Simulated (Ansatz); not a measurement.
# HC18: the cost of one run

Program: Ansatz 0.2.0. Level of theory: DFT PBE, plane waves, PAW, scalar-relativistic, collinear spin. These are calculated values, not measurements.

### Step 1. The starting structure

The cell holds 19 atoms (C18H): a = 7.398 Å, b = 7.398 Å, c = 11.000 Å, α = 90.00°, β = 90.00°, γ = 120.00°.

Its coordinates follow in the input file.

### Step 2. Relaxing end A

File input.yaml:

```yaml
crystal:
  lattice:
    - [7.398, 0.0, 0.0]
    - [-3.699, 6.406856, 0.0]
    - [0.0, 0.0, 11.0]
  atoms:
    - { symbol: C, position: [0.0, 0.0, 0.0909091] }
    - { symbol: C, position: [0.2222222, 0.1111111, 0.0909091] }
    - { symbol: C, position: [0.0, 0.3333333, 0.0909091] }
    - { symbol: C, position: [0.2222222, 0.4444444, 0.0909091] }
    - { symbol: C, position: [0.0, 0.6666667, 0.0909091] }
    - { symbol: C, position: [0.2222222, 0.7777778, 0.0909091] }
    - { symbol: C, position: [0.3333333, 0.0, 0.0909091] }
    - { symbol: C, position: [0.5555556, 0.1111111, 0.0909091] }
    - { symbol: C, position: [0.3333333, 0.3333333, 0.0909091] }
    - { symbol: C, position: [0.5555556, 0.4444444, 0.0909091] }
    - { symbol: C, position: [0.3333333, 0.6666667, 0.0909091] }
    - { symbol: C, position: [0.5555556, 0.7777778, 0.0909091] }
    - { symbol: C, position: [0.6666667, 0.0, 0.0909091] }
    - { symbol: C, position: [0.8888889, 0.1111111, 0.0909091] }
    - { symbol: C, position: [0.6666667, 0.3333333, 0.0909091] }
    - { symbol: C, position: [0.8888889, 0.4444444, 0.0909091] }
    - { symbol: C, position: [0.6666667, 0.6666667, 0.0909091] }
    - { symbol: C, position: [0.8888889, 0.7777778, 0.0909091] }
    - { symbol: H, position: [0.8308283, 0.6925246, 0.1772727], spin: 1.0 }
magnetization:
  spin_polarized: true
basis:
  ecutwfc: 420.0
kpoints:
  mp_grid: { grid: [2, 2, 1] }
hamiltonian:
  xc: pbe
scf:
  occupations: { method: gaussian, width: 0.02 }
  lower_state_search: "off"
relax:
  f_tol: 0.03
  max_steps: 60
  adjacent_minimum: "off"
```

Run with:

```
ansatz run input.yaml --threads 2 --pin off --max-ram 5120MiB --backend cpu --events-out ev --progress --plain --runs-dir out
```

What time and memory should one allow on 2 threads of Arm Neoverse V2, shared host?

About 52 s, with a peak of 0.83 GiB.
